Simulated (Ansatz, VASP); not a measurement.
This is a calculation of GaSb for Ansatz 0.2.0.

File input.yaml:

```yaml
crystal:
  lattice:
    - [-2.753434, 2.753434, 1.590707]
    - [2.753434, -2.753434, 1.590707]
    - [2.753434, 2.753434, -1.590707]
  atoms:
    - { symbol: Sb, position: [0.0, 0.0, 0.0] }
    - { symbol: Ga, position: [0.75, 0.25, 0.5] }
kpoints:
  mp_grid: { grid: [10, 10, 10] }
scf:
  occupations: { method: gaussian, width: 0.1 }
hamiltonian:
  xc: pbesol
  pseudopotentials: { kind: all_electron, lapw: { basis_error: 0.001 } }
output:
  forces: true
  stress: true
  eigenvalues: true
```

Potentials or basis: all-electron LAPW, scalar-relativistic.

Run with:

```bash
$ ansatz run input.yaml --threads 1 --pin off --max-ram 3072MiB --backend cpu --events-out ev --progress --plain --runs-dir out
```

Problem. Set up the same calculation for VASP 6.6.1. Potentials there: VASP PAW PBE potentials, release 64 (Sb, Ga_d).

Solution. As run (the cutoff follows the program's own potentials):

Contents of INCAR:

```
SYSTEM = GaSb
PREC = Accurate ; ENCUT = 520
EDIFF = 1E-6 ; ISMEAR = 0
SIGMA = 0.1 ; LREAL = .False.
LASPH = .True. ; NELM = 80
ALGO = Normal ; ISIF = 2
LWAVE = .False. ; LCHARG = .False.
GGA = PS ; NBANDS = 16
```

Contents of KPOINTS:

```
Automatic mesh
0
Gamma
  10 10 10
  0 0 0
```

Contents of POSCAR:

```
GaSb
1.0
   -2.7534340000      2.7534340000      1.5907070000
    2.7534340000     -2.7534340000      1.5907070000
    2.7534340000      2.7534340000     -1.5907070000
Sb Ga
1 1
Direct
    0.0000000000      0.0000000000      0.0000000000
    0.7500000000      0.2500000000      0.5000000000
```

Potentials or basis: VASP PAW PBE potentials, release 64 (Sb, Ga_d).

Command:

```console
$ cat potpaw_PBE.64/Sb/POTCAR potpaw_PBE.64/Ga_d/POTCAR > POTCAR
$ mpirun -np 1 vasp_std > vasp.out
```

Both were run:

|  | VASP | Ansatz | Ansatz less VASP |
| --- | --- | --- | --- |
| gap on the k mesh at the Fermi level (eV) | none | none | - |
| pressure (GPa) | -2.9 | -2.9 | +0.06 |
| largest component of the traceless stress (GPa) | 0.54 | 0.53 | -0.012 |

A gap of «none» marks a metal or a gap that the smearing closes. Ansatz ran all-electron here, so the differences hold the error of VASP's frozen core and of both bases.

Caveats: the PAW data sets were made with another functional, which shifts forces and pressure a little (VASP). Spin-orbit coupling is left out, which matters for the levels of Sb.
